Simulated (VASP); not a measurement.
**MgO in VASP: one cell, several levels of theory**

What does VASP give for MgO built on the rocksalt prototype, under +1.9 % shear in the xy plane, the cell held fixed? Runs: PBE, r2SCAN.

The runs shown are made with VASP 6.6.1. PAW datasets, plane waves. Calculated at 0 K for a non-magnetic cell.

## Step 1: Starting point

The cell comes from an earlier relaxation with r2SCAN in another program, then strained, with the atoms relaxed again.

The symmetry is Immm (No. 71, orthorhombic); a = 2.945 Å, b = 3.000 Å, c = 4.204 Å in the conventional setting, 9.29 Å³ an atom. Near Mg stand 6 O at 2.10 Å; near O stand 6 Mg at 2.10 Å.

Structure file:

```
CELL_PARAMETERS angstrom
0.01945 2.10217 2.10217
2.10217 0.01945 2.10217
2.12161 2.12161 0.00000
ATOMIC_POSITIONS crystal
Mg 0.00000 0.00000 0.00000
O 0.50000 0.50000 0.50000
```

## Step 2: PBE

File INCAR:

```
ENCUT = 520.000000
SIGMA = 0.020000
EDIFF = 1.00e-07
GGA = PE
PREC = Accurate
IBRION = -1
ISIF = 2
ISMEAR = -1
NBANDS = 11
NELM = 120
NSW = 0
LASPH = .TRUE.
LCHARG = .FALSE.
LWAVE = .FALSE.
LREAL = .FALSE.
```

File KPOINTS:

```
KPOINTS created by Atomic Simulation Environment
0
Gamma
10 10 10
0 0 0
```

File KPOINTS_OPT:

```
special points
6
Reciprocal
0.0000000000 0.0000000000 0.0000000000 1
0.5000000000 0.0000000000 0.5000000000 1
0.6250000000 0.2500000000 0.6250000000 1
0.3750000000 0.3750000000 0.7500000000 1
0.5000000000 0.5000000000 0.5000000000 1
0.5000000000 0.2500000000 0.7500000000 1
```

File POSCAR:

```
Mg O
 1.0000000000000000
     0.0194450486000000    2.1021674168000000    2.1021674168000000
     2.1021674168000000    0.0194450486000000    2.1021674168000000
     2.1216124654000001    2.1216124654000001    0.0000000000000000
 Mg  O
   1   1
Cartesian
  0.0000000000000000  0.0000000000000000  0.0000000000000000
  2.1216124654000001  2.1216124654000001  2.1021674168000004
```

The run uses the recommended PBE PAW datasets (8 valence electrons a neutral cell).

On the command line:

```sh
mpirun -np 1 vasp_std
```

Standard output, without the iteration lines:

```text
POSCAR found type information on POSCAR MgO
 POSCAR found :  2 types and       2 ions
 LDA part: xc-table for (Slater+PW92), standard interpolation
 POSCAR, INCAR and KPOINTS ok, starting setup
 FFT: planning ... GRIDC
 FFT: planning ... GRID_SOFT
 FFT: planning ... GRID
 WAVECAR not read
 entering main loop
 Start KPOINTS_OPT (optional k-point list driver)
k-point batch [1-6\6]
```

OSZICAR:

```text
N       E                     dE             d eps       ncg     rms          rms(c)
DAV:   1     0.127774967781E+02    0.12777E+02   -0.46543E+03  4338   0.646E+02
DAV:   2    -0.129586598451E+02   -0.25736E+02   -0.25181E+02  4403   0.135E+02
DAV:   3    -0.134602908282E+02   -0.50163E+00   -0.50123E+00  4487   0.163E+01
DAV:   4    -0.134614467145E+02   -0.11559E-02   -0.11559E-02  4191   0.904E-01
DAV:   5    -0.134614505264E+02   -0.38118E-05   -0.38117E-05  4419   0.507E-02    0.722E+00
DAV:   6    -0.119162827629E+02    0.15452E+01   -0.87313E+00  3927   0.163E+01    0.221E+00
DAV:   7    -0.119050958562E+02    0.11187E-01   -0.56009E-02  4143   0.209E+00    0.134E+00
DAV:   8    -0.118999859382E+02    0.51099E-02   -0.27392E-02  3981   0.186E+00    0.237E-01
DAV:   9    -0.118996057686E+02    0.38017E-03   -0.60139E-04  4299   0.170E-01    0.131E-01
DAV:  10    -0.118995952709E+02    0.10498E-04   -0.50463E-04  4209   0.165E-01    0.930E-03
DAV:  11    -0.118995967365E+02   -0.14655E-05   -0.25618E-06  4362   0.136E-02    0.541E-03
DAV:  12    -0.118995964285E+02    0.30794E-06   -0.60345E-07  4302   0.588E-03    0.497E-04
DAV:  13    -0.118995964301E+02   -0.16295E-08   -0.55057E-08  2277   0.128E-03
   1 F= -.11899596E+02 E0= -.11899596E+02  d E =-.607721E-12
       N       E                     dE             ncg
DAV:   1     0.218711938517E+04   -0.19529E+04      148
DAV:   2     0.202992447147E+04   -0.15719E+03      153
DAV:   3     0.202641706176E+04   -0.35074E+01      162
DAV:   4     0.202640815804E+04   -0.89037E-02      144
DAV:   5     0.202640812148E+04   -0.36567E-04      159
DAV:   6     0.202640812129E+04   -0.18346E-06      147
DAV:   7     0.202640812129E+04   -0.13465E-08      132
```

The lines after F= are the extra pass for the points of KPOINTS_OPT, at fixed density; their E is not a total energy.

OUTCAR, selected sections:

```text
k-points           NKPTS =    171   k-points in BZ     NKDIM =    171   number of bands    NBANDS=     11

   NELECT =       8.0000    total number of electrons

   dimension x,y,z NGX =    24 NGY =   24 NGZ =   24
   dimension x,y,z NGXF=    48 NGYF=   48 NGZF=   48

  energy-cutoff  :      520.00
  volume of cell :       18.58
      direct lattice vectors                 reciprocal lattice vectors
     0.019445049  2.102167417  2.102167417    -0.240070404  0.240070404  0.237849753
     2.102167417  0.019445049  2.102167417     0.240070404 -0.240070404  0.237849753
     2.121612465  2.121612465  0.000000000     0.235669807  0.235669807 -0.237849753

 k-points in reciprocal lattice and weights: KPOINTS created by Atomic Simulation Env
   0.00000000  0.00000000  0.00000000       0.001
   0.10000000  0.00000000  0.00000000       0.004
   0.20000000  0.00000000  0.00000000       0.004
   0.30000000  0.00000000  0.00000000       0.004
   0.40000000  0.00000000  0.00000000       0.004
   0.50000000  0.00000000  0.00000000       0.002
   0.10000000  0.10000000  0.00000000       0.002
   0.20000000  0.10000000  0.00000000       0.004
[... 163 more k-points ...]

 E-fermi :   3.7269

 k-point     1 :       0.0000    0.0000    0.0000
  band No.  band energies     occupation
      1     -14.0624      2.00000
      2       3.1611      2.00000
      3       3.2288      2.00000
      4       3.3008      2.00000
      5       8.0067      0.00000
      6      18.7925      0.00000
      7      19.0660      0.00000
      8      19.3346      0.00000
      9      22.9857      0.00000
     10      24.7742      0.00000
     11      24.7801      0.00000

 k-point     2 :       0.1000    0.0000    0.0000
  band No.  band energies     occupation
      1     -13.9537      2.00000
      2       2.6206      2.00000
      3       3.0920      2.00000
      4       3.1830      2.00000
      5       8.6357      0.00000
      6      17.9206      0.00000
      7      19.0411      0.00000
      8      19.3974      0.00000
      9      23.9905      0.00000
     10      24.0635      0.00000
     11      24.6784      0.00000

 k-point     3 :       0.2000    0.0000    0.0000
  band No.  band energies     occupation
      1     -13.6549      2.00000
      2       1.2934      2.00000
      3       2.9172      2.00000
      4       3.0019      2.00000
      5       9.8248      0.00000
      6      16.3733      0.00000
      7      19.5537      0.00000
      8      19.8484      0.00000
      9      23.2302      0.00000
     10      23.4352      0.00000
     11      25.5328      0.00000

 k-point     4 :       0.3000    0.0000    0.0000
  band No.  band energies     occupation
      1     -13.2512      2.00000
      2      -0.0387      2.00000
      3       2.7120      2.00000
      4       2.7905      2.00000
      5      10.7341      0.00000
      6      15.6967      0.00000
      7      19.7023      0.00000
      8      19.9125      0.00000
      9      23.6304      0.00000
     10      23.9662      0.00000
     11      24.9102      0.00000

 k-point     5 :       0.4000    0.0000    0.0000
  band No.  band energies     occupation
      1     -12.8888      2.00000
      2      -1.0150      2.00000
      3       2.5537      2.00000
      4       2.6277      2.00000
      5      11.0592      0.00000
      6      15.8181      0.00000
      7      19.4923      0.00000
      8      19.6758      0.00000
      9      24.3268      0.00000
     10      24.8870      0.00000
     11      25.2854      0.00000

 k-point     6 :       0.5000    0.0000    0.0000
  band No.  band energies     occupation
      1     -12.7398      2.00000
      2      -1.3770      2.00000
      3       2.4949      2.00000
      4       2.5672      2.00000
      5      11.0977      0.00000
      6      16.0000      0.00000
      7      19.3778      0.00000
      8      19.5586      0.00000
      9      24.1210      0.00000
     10      25.6297      0.00000
     11      26.0352      0.00000

 k-point     7 :       0.1000    0.1000    0.0000
  band No.  band energies     occupation
      1     -13.9210      2.00000
      2       2.5085      2.00000
      3       3.0014      2.00000
      4       3.1522      2.00000
      5       8.8378      0.00000
      6      17.4370      0.00000
      7      19.1498      0.00000
      8      19.6694      0.00000
      9      22.8303      0.00000
     10      25.0892      0.00000
     11      25.2970      0.00000

 k-point     8 :       0.2000    0.1000    0.0000
  band No.  band energies     occupation
      1     -13.6904      2.00000
      2       1.5590      2.00000
      3       2.8134      2.00000
      4       2.9657      2.00000
      5       9.8381      0.00000
      6      16.2183      0.00000
      7      19.5933      0.00000
      8      19.9173      0.00000
      9      21.8006      0.00000
     10      24.8197      0.00000
     11      26.7917      0.00000

 k-point     9 :       0.3000    0.1000    0.0000
  band No.  band energies     occupation
      1     -13.3254      2.00000
      2       0.3602      2.00000
      3       2.6076      2.00000
      4       2.6912      2.00000
      5      10.8875      0.00000
      6      15.4751      0.00000
      7      19.4508      0.00000
      8      19.8858      0.00000
      9      22.2800      0.00000
     10      24.8460      0.00000
     11      26.4604      0.00000

 k-point    10 :       0.4000    0.1000    0.0000
  band No.  band energies     occupation
      1     -12.9478      2.00000
      2      -0.6567      2.00000
      3       2.4156      2.00000
      4       2.4598      2.00000
      5      11.4281      0.00000
      6      15.5513      0.00000
      7      18.8130      0.00000
      8      19.7983      0.00000
      9      23.5934      0.00000
     10      25.6028      0.00000
     11      25.9629      0.00000

 k-point    11 :       0.5000    0.1000    0.0000
  band No.  band energies     occupation
      1     -12.7210      2.00000
      2      -1.1976      2.00000
      3       2.2334      2.00000
      4       2.4179      2.00000
      5      11.5519      0.00000
      6      15.8790      0.00000
      7      18.5021      0.00000
      8      19.6437      0.00000
      9      24.7398      0.00000
     10      25.7762      0.00000
     11      25.9518      0.00000

 k-point    12 :      -0.4000    0.1000    0.0000
  band No.  band energies     occupation
      1     -12.7656      2.00000
      2      -1.0901      2.00000
      3       2.1992      2.00000
      4       2.4950      2.00000
      5      11.5577      0.00000
      6      15.7844      0.00000
      7      18.5631      0.00000
      8      19.6857      0.00000
      9      24.8030      0.00000
     10      25.2531      0.00000
     11      25.8142      0.00000

 k-point    13 :      -0.3000    0.1000    0.0000
  band No.  band energies     occupation
      1     -13.0565      2.00000
      2      -0.3691      2.00000
      3       2.3251      2.00000
      4       2.6675      2.00000
      5      11.3458      0.00000
      6      15.4668      0.00000
      7      18.9375      0.00000
      8      19.9832      0.00000
      9      23.0029      0.00000
     10      25.0046      0.00000
     11      26.0492      0.00000

 k-point    14 :      -0.2000    0.1000    0.0000
  band No.  band energies     occupation
      1     -13.4466      2.00000
      2       0.7406      2.00000
      3       2.5829      2.00000
      4       2.8771      2.00000
      5      10.5701      0.00000
      6      15.7437      0.00000
      7      19.3825      0.00000
      8      20.1423      0.00000
      9      21.9132      0.00000
     10      24.3543      0.00000
     11      26.5211      0.00000

 k-point    15 :      -0.1000    0.1000    0.0000
  band No.  band energies     occupation
      1     -13.7804      2.00000
      2       1.8979      2.00000
      3       2.9078      2.00000
      4       3.0429      2.00000
      5       9.4317      0.00000
      6      16.8290      0.00000
      7      19.4781      0.00000
      8      19.4925      0.00000
      9      22.5835      0.00000
     10      24.2227      0.00000
     11      26.1133      0.00000

 k-point    16 :       0.2000    0.2000    0.0000
  band No.  band energies     occupation
      1     -13.5434      2.00000
      2       1.1974      2.00000
      3       2.6145      2.00000
      4       2.7906      2.00000
      5      10.4920      0.00000
      6      15.2969      0.00000
      7      20.0289      0.00000
      8      20.0493      0.00000
      9      20.4959      0.00000
     10      26.0008      0.00000
     11      29.4480      0.00000

[... the tables of k-points 17 to 171 left out ...]

  Total        0.5731970      0.5731970      0.5646110     -0.3180275     -0.0000000     -0.0000000
  in kB       49.4333164     49.4333164     48.6928496    -27.4271435     -0.0000000     -0.0000000
  external PRESSURE =      49.1864941 kB  Pullay stress =       0.0000000 kB

 POSITION                                       TOTAL-FORCE (eV/Angst)
 -----------------------------------------------------------------------------------
      0.00000      0.00000      0.00000         0.000000      0.000000     -0.000000
      2.12161      2.12161      2.10217         0.000000      0.000000      0.000000
 -----------------------------------------------------------------------------------
    total drift:                               -0.000000     -0.000000      0.000000

  FREE ENERGIE OF THE ION-ELECTRON SYSTEM (eV)
  ---------------------------------------------------
  free  energy   TOTEN  =       -11.8995964301 eV

  energy  without entropy=      -11.8995964301  energy(sigma->0) =      -11.89959643
```

The levels at the points of KPOINTS_OPT are read from vasprun.xml.

Levels at the named points, in eV from the top of band v (v: the last filled band by count, c: the next):

```csv
point,v−1,v,c,c+1
Γ,-0.07,0.00,4.71,15.49
X,-1.43,-1.43,9.06,9.96
U,-2.79,-1.22,10.05,11.76
K,-2.85,-1.12,10.17,11.64
L,-0.73,-0.65,7.92,12.49
W,-3.04,-1.85,11.57,11.62
```

Gap with PBE: 4.71 eV, direct (Γ). Pressure: 4.92 GPa; the forces vanish within 0.01 eV/Å.

(Part 1 of 2 ends here.)
